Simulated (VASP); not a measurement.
Si3Ge: single point with r2SCAN

The system is Si3Ge.

```
Ge Si
1.0
     3.86214    0.00000    0.00000
    -1.93107    3.34471    0.00000
     0.00000    0.00000    6.38184
Ge Si
1 3
Direct
  0.33333 0.66667 0.00034
  0.66667 0.33333 0.49961
  0.33333 0.66667 0.37807
  0.66667 0.33333 0.86998
```

The cell comes from a database or a generator and needn't be the stable form of this composition.

```json
{"Program": "VASP 6.6.1", "Task": "single point", "Functional": "r2SCAN", "Potentials or basis": "VASP PAW PBE potentials, release 64 (Ge_d, Si)", "Cutoff": "520 eV", "k mesh": "12 × 12 × 6", "Occupations": "gaussian, width 0.02 eV", "Spin": "no spin polarisation", "Dipole correction": "no", "Further INCAR settings": "ALGO = Normal; EDIFF = 1e-06; NBANDS = 21"}
```

```yaml
Pressure: 0.3 GPa
Largest_force: 0.014 eV/Å
Band_gap_on_the_k_mesh: 0.59 eV, indirect (least direct gap 1.01 eV)
```

Forces on the atoms (eV/Å):
```
Ge   0.000  0.000  0.005
Si   0.000  0.000  0.011
Si   0.000  0.000 -0.014
Si   0.000  0.000 -0.001
```

Stress tensor (GPa, compression positive):
```
0.28 0.00 0.00
0.00 0.28 0.00
0.00 0.00 0.42
```

Levels at points of the mesh, in eV from the valence-band top:
```tsv
k point	band 11	band 12	band 13	band 14	band 15	band 16
(0.00, 0.00, 0.00)	-0.39	0.00	0.00	1.01	2.14	2.14
(0.50, 0.00, 0.00)	-3.33	-3.14	-1.59	0.59	2.52	3.37
(0.00, 0.00, 0.50)	-1.21	-0.85	-0.85	1.81	1.92	3.01
(0.50, 0.00, 0.50)	-2.74	-2.58	-2.53	0.84	1.14	1.83
```

Run time: 5.1 min on 1 thread of AMD EPYC 9R45 96-Core Processor (Zen 5), on a shared host, peak memory 0.28 GiB.

Caveat: the PAW data sets were made with another functional, which shifts forces and pressure a little. A k mesh can miss the band edges.
